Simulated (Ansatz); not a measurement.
Ge in Ansatz: the effect of functional

The system is Ge.

```
Ge
1.0
     1.47807   -2.57728    0.00000
     1.47807    2.57728    0.00000
     0.00000    0.00000    4.69587
Ge
2
Direct
  0.33345 0.66655 0.25000
  0.66655 0.33345 0.75000
```

This isn't the form of Ge at room conditions, which is diamond.

The cell isn't the ideal one: volume scaled by 0.98.

Alike in all runs:

- Program: Ansatz 0.2.0
- Task: single point
- Potentials or basis: Ansatz PAW
- k mesh: 10 × 10 × 6
- Occupations: fermi-dirac, width 0.05 eV
- Spin: no spin polarisation

```tsv
functional	cutoff	pressure (GPa)
LDA	420 eV (not typed: the program's choice for these potentials)	0.4
PBEsol	420 eV (not typed: the program's choice for these potentials)	2.2
r2SCAN	500 eV (not typed: the program's choice for these potentials)	?
```

What does the run with functional r2SCAN give?

Pressure 3.8 GPa.

Caveats: the PAW data sets come from PBE, with cores solved anew for the run's functional, which leaves a small shift of forces and pressure.

Runs at the PBE level aren't shown here.
